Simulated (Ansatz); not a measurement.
# Rh: one contact scaled

One table from this session's results is given with a row withheld; the runs are named, their logs left out.

Computed with Ansatz 0.2.0 (DFT, PBE, PAW with Ansatz's default frozen-core files, scalar-relativistic, unless a step's input says otherwise).

1 further run of the same task is left out (it didn't finish).

## The starting structure

Symmetry: Fd-3m, No. 227, cubic system. The conventional cell has a = 5.199 Å, b = 5.199 Å, c = 5.199 Å, α = 90.00°, β = 90.00°, γ = 90.00°. Rh (site symmetry -43m) has 4 Rh at 2.25 Å as nearest neighbours.

Structure file:

```
Rh
1.0
     0.00000    2.59933    2.59933
     2.59933    0.00000    2.59933
     2.59933    2.59933    0.00000
Rh
2
Direct
  0.87500 0.87500 0.87500
  0.12500 0.12500 0.12500
```

Atoms are numbered in the order of the input: Rh1, Rh2.

Set-up of the first run:

input.yaml

```yaml
crystal:
  lattice:
    - [0.0, 2.599334149, 2.599334149]
    - [2.599334149, 0.0, 2.599334149]
    - [2.599334149, 2.599334149, 0.0]
  atoms:
    - { symbol: Rh, position: [-0.125, -0.125, -0.125] }
    - { symbol: Rh, position: [0.125, 0.125, 0.125] }
kpoints:
  mp_grid: { grid: [10, 10, 10] }
scf:
  occupations: { method: fermi_dirac, width: 0.05 }
hamiltonian:
  xc: pbe
  pseudopotentials: { kind: paw }
output:
  forces: true
  stress: true
  eigenvalues: true
  efg: { contact_densities: true }
  populations: true
```

Command:

```console
> ansatz run input.yaml --threads 1 --pin off --max-ram 2048MiB --backend cpu --events-out ev --progress --plain --runs-dir out
```

Among the steps run: Shortest bond scaled by 1, PAW; Shortest bond scaled by 1.1, PAW; Shortest bond scaled by 0.94, PAW; Shortest bond scaled by 0.88, PAW; Shortest bond scaled by 0.58, PAW; Shortest bond scaled by 0.58, PAW (cutoff 1000 eV).

One table of the session follows, with a row left open; its other results are not shown here.

```
              method  length (Å)  F from the given length (eV/cell)  force along the bond (eV/Å)  pressure (GPa)  largest force (eV/Å)
                 PAW       1.306                             47.372                      242.689          492.80               242.689
                 PAW       1.981                              0.938                        8.510           45.75                 8.510
                 PAW       2.116                              0.191                        3.070           37.43                 3.070
                 PAW       2.251                              0.000                        0.000           35.22                 0.000
                 PAW       2.476                                  ?                            ?               ?                     ?
PAW (cutoff 1000 eV)       1.306                                  –                      241.914          491.26               241.914
```

Estimate the missing values for PAW, 2.476.

As computed: F from the given length (eV/cell): 0.450; force along the bond (eV/Å): -3.972; pressure (GPa): 39.83; largest force (eV/Å): 3.972.

Caveats from the session: Warnings in the runs' records: gradients without spin orbit.
